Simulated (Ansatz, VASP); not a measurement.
# BH2N (H-BN-H chair monolayer) in two plane-wave programs

Aim: how closely do two programs agree when they are given the same cell, functional and k mesh? The cell is taken from a series of runs on this material, whose earlier steps may have relaxed, scaled, displaced or heated it; both programs get it as it stands.

Method: plane waves, with VASP 6.6.1 beside it; single point at PBE with D3(BJ), in Ansatz 0.2.0.

## 1. Starting point

The cell holds 4 atoms: 2 H, 1 N and 1 B. Its edges and angles: a = 2.583 Å, b = 2.583 Å, c = 20.748 Å, α = 90.0°, β = 90.0°, γ = 120.0°. Vacuum lies along c.

## 2. VASP: single point, PBE with D3(BJ)

With cell and atoms fixed, the geometry can't cause a difference; cores, projectors, grids and the points listed under the comparison can.

Lines of VASP's logs that name or quote its potential files are left out, and so is its time.

File INCAR:

```
SYSTEM = BH2N
PREC = Accurate
ENCUT = 520
EDIFF = 1E-06
NELM = 120
ISMEAR = -1
SIGMA = 0.02585
LREAL = .FALSE.
ALGO = Normal
GGA = PE
IVDW = 12
NBANDS = 11
LORBIT = 11
LWAVE = .FALSE.
LCHARG = .FALSE.
ISIF = 2
LDIPOL = .TRUE.
IDIPOL = 3
DIPOL = 0.5 0.5 0.498
LVHAR = .TRUE.
LASPH = .TRUE.
GGA_COMPAT = .FALSE.
EFERMI = MIDGAP
NELMDL = -8
```

File POSCAR:

```
BH2N
1.0
    2.5831506808      0.0000000000      0.0000000000
   -1.2915753404      2.2370741114      0.0000000000
    0.0000000000      0.0000000000     20.7475107190
H N B
2 1 1
Direct
    0.6666666667      0.3333333333      0.4337869792
    0.3333333334      0.6666666666      0.5662130208
    0.6666666667      0.3333333333      0.4836446413
    0.3333333334      0.6666666666      0.5085067924
```

File KPOINTS:

```
Automatic mesh
0
Gamma
18 18 1
0 0 0
```

PAW data sets: H, N and B (PBE family, release 64).

Launch:

```
$ mpirun -np 1 vasp_std
```

Numbers of over 12 decimals in the logs are rounded to 6 here.

The program printed:

```text
[banner, memory and clock lines left out]
running    1 mpi-ranks, on    1 nodes
 distrk:  each k-point on    1 cores,    1 groups
 distr:  one band on    1 cores,    1 groups

 POSCAR found type information on POSCAR H N B
 POSCAR found :  3 types and       4 ions
 LDA part: xc-table for (Slater+PW92), standard interpolation
 POSCAR, INCAR and KPOINTS ok, starting setup
 FFT: planning ... GRIDC
 FFT: planning ... GRID_SOFT
 FFT: planning ... GRID
 WAVECAR not read
 entering main loop
       N       E                     dE             d eps       ncg     rms          rms(c)
DAV:   1     0.685584827399E+02    0.68558E+02   -0.40258E+03   814   0.666E+02
DAV:   2    -0.181304667184E+02   -0.86689E+02   -0.74535E+02  1172   0.147E+02
DAV:   3    -0.260846452534E+02   -0.79542E+01   -0.79330E+01  1120   0.602E+01
DAV:   4    -0.262090476172E+02   -0.12440E+00   -0.12434E+00  1344   0.804E+00
DAV:   5    -0.262092333609E+02   -0.18574E-03   -0.18570E-03  1131   0.305E-01
DAV:   6    -0.262092341972E+02   -0.83629E-06   -0.83628E-06  1314   0.192E-02
DAV:   7    -0.262092341979E+02   -0.71259E-09   -0.69769E-09  1169   0.549E-04
DAV:   8    -0.262092341979E+02    0.31832E-11   -0.35906E-11  1225   0.333E-05    0.802E+00
DAV:   9    -0.244383796646E+02    0.17709E+01   -0.37792E+00  1195   0.121E+01    0.415E+00
DAV:  10    -0.240555358507E+02    0.38284E+00   -0.11047E+00  1093   0.597E+00    0.215E+00
DAV:  11    -0.239658346988E+02    0.89701E-01   -0.31532E-01  1207   0.354E+00    0.538E-01
DAV:  12    -0.239542058159E+02    0.11629E-01   -0.45584E-02  1129   0.140E+00    0.261E-01
DAV:  13    -0.239491336035E+02    0.50722E-02   -0.63085E-03  1081   0.593E-01    0.951E-02
DAV:  14    -0.239465148879E+02    0.26187E-02   -0.36430E-03  1190   0.325E-01    0.686E-02
[...]
DAV:  19    -0.239480164499E+02   -0.25441E-03   -0.37165E-05   911   0.272E-02    0.434E-03
DAV:  20    -0.239481335343E+02   -0.11708E-03   -0.16381E-05   952   0.189E-02    0.205E-03
DAV:  21    -0.239481558205E+02   -0.22286E-04   -0.32230E-06   943   0.801E-03    0.114E-03
DAV:  22    -0.239481692843E+02   -0.13464E-04   -0.30137E-06   926   0.587E-03    0.560E-04
DAV:  23    -0.239481741103E+02   -0.48260E-05   -0.44628E-07   922   0.188E-03    0.471E-04
DAV:  24    -0.239481759522E+02   -0.18419E-05   -0.14508E-07   933   0.165E-03    0.204E-04
DAV:  25    -0.239481769861E+02   -0.10339E-05   -0.24380E-08   899   0.751E-04    0.681E-05
DAV:  26    -0.239481771251E+02   -0.13903E-06   -0.83524E-10   985   0.185E-04
   1 F= -.24221256E+02 E0= -.24221256E+02  d E =0.000000E+00
```

Parts of OUTCAR (step 2):

```text
ion  position               nearest neighbor table
   1  0.667  0.333  0.434-   3 1.03
   2  0.333  0.667  0.566-   4 1.20
   3  0.667  0.333  0.484-   1 1.03   4 1.58   4 1.58   4 1.58
   4  0.333  0.667  0.509-   2 1.20   3 1.58   3 1.58   3 1.58

  LATTYP: Found a hexagonal cell.
 ALAT       =     2.5831506808
 C/A-ratio  =     8.0318623583

 Subroutine GETGRP returns: Found  6 space group operations
 (whereof  6 operations were pure point group operations)

The static configuration has the point symmetry C_3v.

 Found     37 irreducible k-points:

   k-points           NKPTS =     37   k-points in BZ     NKDIM =     37   number of bands    NBANDS=     11

   dimension x,y,z NGX =    20 NGY =   20 NGZ =  160
   dimension x,y,z NGXF=    40 NGYF=   40 NGZF=  320

   ENCUT  =  520.0 eV  38.22 Ry    6.18 a.u.   4.80  4.80 38.58*2*pi/ulx,y,z

   NELECT =      10.0000    total number of electrons

 k-points in reciprocal lattice and weights: Automatic mesh
   0.00000000  0.00000000  0.00000000       0.003
   0.05555556  0.00000000  0.00000000       0.019
   0.11111111  0.00000000  0.00000000       0.019
   0.16666667  0.00000000  0.00000000       0.019
   0.22222222  0.00000000  0.00000000       0.019
   0.27777778  0.00000000  0.00000000       0.019
   0.33333333  0.00000000  0.00000000       0.019
   0.38888889  0.00000000  0.00000000       0.019
   0.44444444  0.00000000  0.00000000       0.019
[...]
0.33333333  0.27777778  0.00000000       0.037
   0.33333333  0.33333333  0.00000000       0.006

 dipolmoment           0.000000      0.000000      0.141988 electrons x Angstroem

 average (electrostatic) potential at core
       1 -42.6050       2 -37.3604       3 -71.9324       4 -34.3802

 E-fermi :  -3.1274

 k-point     1 :       0.0000    0.0000    0.0000
  band No.  band energies     occupation
      1     -22.0887      2.00000
      2     -12.8015      2.00000
      3      -6.2444      2.00000
      4      -4.5482      2.00000
      5      -4.5482      2.00000
      6      -1.7066      0.00000
      7      -0.2369      0.00000
      8       1.1375      0.00000
      9       2.8209      0.00000
     10       3.4266      0.00000
    ...

 k-point     2 :       0.0556    0.0000    0.0000
  band No.  band energies     occupation
      1     -22.0317      2.00000
      2     -12.7472      2.00000
      3      -6.2038      2.00000
      4      -4.8334      2.00000
      5      -4.6438      2.00000
      6      -1.6305      0.00000
      7      -0.1490      0.00000
      8       1.2232      0.00000
      9       2.9099      0.00000
     10       3.4963      0.00000
    ...

 k-point     3 :       0.1111    0.0000    0.0000
  band No.  band energies     occupation
      1     -21.8626      2.00000
      2     -12.5870      2.00000
      3      -6.1056      2.00000
      4      -5.5784      2.00000
      5      -4.9057      2.00000
      6      -1.4046      0.00000
      7       0.1144      0.00000
      8       1.4798      0.00000
      9       3.1751      0.00000
     10       3.6974      0.00000
    ...

 Edisp (eV)   -0.27308

  Total      -0.02473    -0.02473     0.01226     0.00000     0.00000    -0.00000
  in kB      -0.33045    -0.33045     0.16388     0.00000     0.00000    -0.00000
  external pressure =       -0.17 kB  Pullay stress =        0.00 kB

  energy-cutoff  :      520.00
  volume of cell :      119.89
      direct lattice vectors                 reciprocal lattice vectors
     2.583150681  0.000000000  0.000000000     0.387124145  0.223506230  0.000000000
    -1.291575340  2.237074111  0.000000000     0.000000000  0.447012459  0.000000000
     0.000000000  0.000000000 20.747510719     0.000000000  0.000000000  0.048198553

 POSITION                                       TOTAL-FORCE (eV/Angst)
 -----------------------------------------------------------------------------------
      1.29158      0.74569      9.00000         0.000000     -0.000000     -0.009743
      0.00000      1.49138     11.74751         0.000000     -0.000000      0.016503
      1.29158      0.74569     10.03442         0.000000      0.000000     -0.020222
      0.00000      1.49138     10.55025        -0.000000     -0.000000      0.013461
 -----------------------------------------------------------------------------------
    total drift:                               -0.000000     -0.000000      0.000034

  FREE ENERGIE OF THE ION-ELECTRON SYSTEM (eV)
  ---------------------------------------------------
  free  energy   TOTEN  =       -24.2212556965 eV

  energy  without entropy=      -24.2212556965  energy(sigma->0) =      -24.22125570

 vacuum level on the upper side and lower side of the slab         3.649        -0.797

 total charge
# of ion       s       p       d       tot
------------------------------------------
    1        0.648   0.074   0.000   0.723
    2        0.628   0.021   0.000   0.650
    3        1.223   2.725   0.000   3.948
    4        0.686   1.357   0.000   2.044
--------------------------------------------------
tot          3.187   4.178   0.000   7.365

[... 3 further parts left out ...]
```

## 3. Ansatz: single point, PBE with D3(BJ)

Ansatz runs on its PAW soft_1 files.

The same cell, functional, mesh and smearing now go to Ansatz, which takes its cutoff from its data sets.

File input.yaml:

```yaml
crystal:
  lattice:
    - [2.5831506808, 0.0, 0.0]
    - [-1.2915753404, 2.2370741114, 0.0]
    - [0.0, 0.0, 20.747510719]
  atoms:
    - { symbol: H, position: [0.6666666667, 0.3333333333, 0.4337869792] }
    - { symbol: "N", position: [0.6666666667, 0.3333333333, 0.4836446413] }
    - { symbol: B, position: [0.3333333333, 0.6666666667, 0.5085067924] }
    - { symbol: H, position: [0.3333333333, 0.6666666667, 0.5662130208] }
kpoints:
  mp_grid: { grid: [18, 18, 1] }
  band_path:
    path: [[0, 0, 0], [0.5, 0, 0], [0.33333333, 0.33333333, 0], [0, 0, 0]]
    npoints: 16
hamiltonian:
  xc: pbe
  dispersion: d3bj
  pseudopotentials: { kind: paw, azcp: { folder: soft_1 } }
scf:
  occupations: { method: fermi_dirac, width: 0.02585 }
  convergence: { dr2_threshold: 1.0e-10 }
efield:
  axis: 3
  dipole_correction: true
  ramp_position: 0.97
  ramp_width: 0.06
  amplitude: 0
output:
  dos: { projected: true, e_range: [-6, 5] }
  write_potential: true
  write_density: true
  volumetric_format: npy
  elf: true
```

Launch:

```
$ ansatz run input.yaml --threads 2 --pin off --max-ram 3072MiB --backend cpu --events-out ev --progress --plain --runs-dir out
```

The program printed:

```text
Engine: ansatz 0.2.0, aarch64-unknown-linux-gnu
Pseudopotentials: kind: paw
Pseudopotential: H, paw, valence charge 1, recommended cutoff 420 eV (normal), soft_1/H.paw.azcp
Pseudopotential: N, paw, valence charge 5, recommended cutoff 420 eV (normal), soft_1/N.paw.azcp
Pseudopotential: B, paw, valence charge 3, recommended cutoff 420 eV (normal), soft_1/B.paw.azcp
Functional definition: PBE
  parameter kappa = 0.804
  parameter beta = 0.066725
  exchange = pbe_x(kappa = kappa, mu = beta*pi^2/3)
  correlation = pbe_c(beta = beta)
Crystal: 4 atoms, lattice volume = 119.894 Å³
Basis set: ecut = 420 eV, 2415 PW (Γ)
Bands: 9, of which v1, the nominal top of the filled ones, is band 5 counted from 1 (4 counted from 0)
Symmetry: 6 space group operations
Space group: P3m1 (ITA 156), of the structure as read, at distance tolerance 4.9e-5 Å
k-points: 37 of 324 (time reversal used)
Non-local potential: H, projectors of the file, l = 0: 2, l = 1: 1
Non-local potential: N, projectors of the file, l = 0: 2, l = 1: 2, l = 2: 1
Non-local potential: B, projectors of the file, l = 0: 2, l = 1: 2, l = 2: 1
PAW form: soft (Blöchl's): semilocal exchange-correlation on the pseudo side does not see the compensation charge
PAW one-centre angular grid: H, 110 points (default); XC on 64 Gauss nodes
PAW one-centre angular grid: N, 110 points (default); XC on 64 Gauss nodes
PAW one-centre angular grid: B, 110 points (default); XC on 64 Gauss nodes
Initial density: superposition of atomic densities (neutral atoms: chi_scale 0, normalization atom)
Initial wavefunctions: pseudopotential atomic-orbital guess
Functional: x = pbe(κ = 0.804, μ = 0.219515), c = pbe(β = 0.066725)
SCF iter   1: F=—  HF=-576.194393 eV  |F-HF|=—  |Δ(HF+E_count)|=         —  Δρ=6.62e-2  dr2=6.33e0  ethr=3.10e-3  p=0.000 e·Å  D=3.21e-7 V/Å  ΔV_dip=-0.00 eV  dr2_dipole=1.85e-1  V_vac-E_F(+/−)=7.87/7.87 eV  ⟨swp⟩=6.9  Hψ=2870  notcnv=0
efield: sawtooth ramp at fractional position 0.9700 (set: `efield.ramp_position`, or a place that a band, a saddle search or an elastic batch's reference lends), width 0.0600; the density the first Hamiltonian is built on has a dipole p = 0.000 e·Å; the dipole correction subtracts the counter field D = 3.21e-7 V/Å, which shifts the + side's vacuum level by -0.00 eV against the − side's; the planar-averaged density in the ramp window peaks in size at 6.0e-6 e/Å³
preconditioner: auto → none  [insulator: Δε(μ)=8.723 eV  Ē_g=17.645 eV  σ=0.026 eV  W_gap=1.00  n_scr=10 (ndim 8)  ℏωp=10.7 eV  f_vac=0.709  D(μ)=0.00/eV (n_scr^D=0)  ε∞_Penn≈1.4]
SCF iter   2: F=—  HF=-574.457253 eV  |F-HF|=—  |Δ(HF+E_count)|=    1.74e0  Δρ=3.49e-2  dr2=1.68e0  ethr=3.10e-3  p=-0.247 e·Å  D=-3.73e-1 V/Å  ΔV_dip=7.74 eV  dr2_dipole=1.96e-1  V_vac-E_F(+/−)=9.18/1.44 eV  ⟨swp⟩=5.7  Hψ=1397  notcnv=0
SCF iter   3: F=—  HF=-574.150275 eV  |F-HF|=—  |Δ(HF+E_count)|=   3.07e-1  Δρ=1.59e-2  dr2=4.29e-1  ethr=3.10e-3  p=-0.065 e·Å  D=-9.76e-2 V/Å  ΔV_dip=2.03 eV  dr2_dipole=5.65e-2  V_vac-E_F(+/−)=5.64/3.62 eV  ⟨swp⟩=4.1  Hψ=1196  notcnv=0
SCF iter   4: F=—  HF=-574.043211 eV  |F-HF|=—  |Δ(HF+E_count)|=   1.07e-1  Δρ=7.82e-3  dr2=6.27e-2  ethr=3.10e-3  p=-0.146 e·Å  D=-2.21e-1 V/Å  ΔV_dip=4.58 eV  dr2_dipole=2.55e-4  V_vac-E_F(+/−)=7.27/2.70 eV  ⟨swp⟩=3.2  Hψ=840  notcnv=0
SCF iter   5: F=—  HF=-574.027283 eV  |F-HF|=—  |Δ(HF+E_count)|=   1.59e-2  Δρ=1.90e-3  dr2=3.92e-3  ethr=6.27e-4  p=-0.147 e·Å  D=-2.22e-1 V/Å  ΔV_dip=4.61 eV  dr2_dipole=4.29e-4  V_vac-E_F(+/−)=6.93/2.32 eV  ⟨swp⟩=3.5  Hψ=899  notcnv=0  defer=1
SCF iter   6: F=—  HF=-574.026765 eV  |F-HF|=—  |Δ(HF+E_count)|=   5.18e-4  Δρ=4.25e-4  dr2=1.36e-4  ethr=3.92e-5  p=-0.141 e·Å  D=-2.12e-1 V/Å  ΔV_dip=4.41 eV  dr2_dipole=9.61e-6  V_vac-E_F(+/−)=6.75/2.35 eV  ⟨swp⟩=3.8  Hψ=705  notcnv=0  defer=1
SCF iter   7: F=—  HF=-574.026784 eV  |F-HF|=—  |Δ(HF+E_count)|=   1.87e-5  Δρ=7.54e-5  dr2=4.46e-6  ethr=1.36e-6  p=-0.142 e·Å  D=-2.14e-1 V/Å  ΔV_dip=4.44 eV  dr2_dipole=1.83e-7  V_vac-E_F(+/−)=6.77/2.33 eV  ⟨swp⟩=2.4  Hψ=492  notcnv=0
SCF iter   8: F=—  HF=-574.026786 eV  |F-HF|=—  |Δ(HF+E_count)|=   2.40e-6  Δρ=1.32e-5  dr2=5.94e-7  ethr=4.46e-8  p=-0.142 e·Å  D=-2.14e-1 V/Å  ΔV_dip=4.44 eV  dr2_dipole=7.38e-8  V_vac-E_F(+/−)=6.77/2.33 eV  ⟨swp⟩=2.1  Hψ=507  notcnv=0
SCF iter   9: F=—  HF=-574.026786 eV  |F-HF|=—  |Δ(HF+E_count)|=   3.69e-7  Δρ=3.48e-6  dr2=1.93e-8  ethr=5.94e-9  p=-0.142 e·Å  D=-2.14e-1 V/Å  ΔV_dip=4.44 eV  dr2_dipole=2.50e-9  V_vac-E_F(+/−)=6.77/2.33 eV  ⟨swp⟩=2.7  Hψ=504  notcnv=0
SCF iter  10: F=—  HF=-574.026786 eV  |F-HF|=—  |Δ(HF+E_count)|=   1.63e-9  Δρ=6.06e-7  dr2=2.66e-10  ethr=1.93e-10  p=-0.142 e·Å  D=-2.14e-1 V/Å  ΔV_dip=4.44 eV  dr2_dipole=7.58e-12  V_vac-E_F(+/−)=6.77/2.33 eV  ⟨swp⟩=2.7  Hψ=522  notcnv=0
SCF iter  11: F=-574.026786 eV  HF=-574.026786 eV  |F-HF|=4.09e-12  |Δ(HF+E_count)|=  2.51e-10  Δρ=1.30e-7  dr2=1.52e-11  ethr=1.00e-12  p=-0.142 e·Å  D=-2.14e-1 V/Å  ΔV_dip=4.44 eV  dr2_dipole=7.89e-13  V_vac-E_F(+/−)=6.77/2.33 eV  ⟨swp⟩=5.2  Hψ=1885  notcnv=0
SCF 1 converged in 11 iterations: F = -574.026786 eV  dr2 = 1.52e-11
  greatest PAW one-centre occupation: 0.794 electrons in one spin orbital (limit 2), on the N atom at site 1 (counted from 0), in its partial waves of l = 0
NSCF: frozen V_eff on 49 k-points
efield: sawtooth ramp at fractional position 0.9700 (kept from the solve that this one continues, or follows in the run), width 0.0600; the density the first Hamiltonian is built on has a dipole p = -0.142 e·Å; the dipole correction subtracts the counter field D = -2.14e-1 V/Å, which shifts the + side's vacuum level by +4.44 eV against the − side's; the planar-averaged density in the ramp window peaks in size at 8.3e-6 e/Å³
WARN: The output density's exchange-correlation potential varies sharply where the density is thin. Do not read a vacuum level from v_tot or v_xc, or from such a field of the output density. On a cell that repeats whose density bears no net charge and no dipole along the vacuum's axis use v_es (v_loc + v_h of the components); under efield.dipole_correction with no amplitude use v_es + v_field, which holds any externa [...]
SCF converged after 11 iterations
Free energy (F): -574.026786 eV
Harris-Foulkes:  -574.026786 eV  (|F-HF|=4.09e-12)
Internal energy: -574.026786 eV  (E = F + TS)
E sigma→0 (E₀):  -574.026786 eV
Fermi energy:    -2.724852 eV
Dipole field:    D = -0.213990 V/Å  (p = -0.141784 e·Å, saw-weighted, corrected)
Work function:   Φ+ = 6.7683 eV   Φ− = 2.3286 eV
Levels:          The Fermi level and band energies are counted from a zero that moves with the ramp; work functions are not
--- Per-component energies (eV) ---
  E_band       = -103.039491
  E_kinetic    = 209.214038
  E_local      = -4377.034199  (includes V_loc(G=0)·N_el)
  E_nonlocal   = 43.857789
  E_hartree    = 2091.699848
  E_xc         = -110.368425
  E_vxc        = -137.252066  (∫ρ·V_xc dr)
  E_paw        = -207.935328  (= ΣΔE_a)
  E_vpaw       = -25.004196  (= ΣTr[D̂ρ^β])
  E_aug_tail   = -0.001219  (compensation charges beyond the density's cutoff)
  E_efield     = 0.015170  (sawtooth field / dipole correction)
  E_vefield    = -0.219424  (∫n·V_field dr)
  E_ewald      = 1776.798629
  E_disp       = -0.273089  (pairwise vdW)
  E_smearing   = -0.000000  (= −TS)
  E_closure    = 0.000000  (closes the sum)
  Σ components = -574.026786   (vs F -574.026786, Δ=0.00e0)
--- Band table (eV; the first three rows and the last of 37) ---
  k-point 0: bands = ["-21.6925", "-12.4039", "-5.8509", "-4.1547", "-4.1547", "-1.3076", "0.1371", "1.5774", "3.2411"]
  k-point 1: bands = ["-21.6355", "-12.3494", "-5.8104", "-4.4398", "-4.2503", "-1.2315", "0.2249", "1.6629", "3.3297"]
  k-point 2: bands = ["-21.4663", "-12.1893", "-5.7128", "-5.1840", "-4.5120", "-1.0055", "0.4881", "1.9189", "3.5930"]
  k-point 36: bands = ["-18.4737", "-10.6609", "-10.0652", "-9.2447", "-4.5870", "4.7139", "5.3307", "6.8171", "7.9954"]
```

## 4. Comparison

Known differences besides the potentials themselves: the cutoff is 420 eV in Ansatz and 520 eV in VASP. Total energies have different zeros and are not compared.

The two programs side by side:

| quantity | Ansatz | VASP | difference |
| --- | --- | --- | --- |
| gap on the k mesh (eV) | 2.847 | 2.842 | +0.006 |

A gap on the mesh is an upper bound, since the band edges may lie between its points. With vacuum in the cell, a pressure given here is an average over mostly empty space and none of the material.

## 5. Summary of results

```yaml
difference_in_gap_on_the_k_mesh_single_point_pbe_with_d3_bj: 0.0055 eV
```

The difference in gap on the k mesh is 0.0055 eV (single point, PBE with D3(BJ)), within the 0.08 eV picked in this series as the mark of a large difference. How closely two codes agree says nothing of how well the functional describes the real material.

[Lines on the potential files, build, host, timing and source positions are cut from VASP's logs without a mark.]

[Logs are printed without paths, hosts, clocks, repeated set-up lines and the standing remarks that a program may print on its own settings, such as how far it seeks lower states.]

[Hosts, paths, dates, database ids (printed as entryN), source tags and the programs' standing remarks are cut or masked in the printed files.]
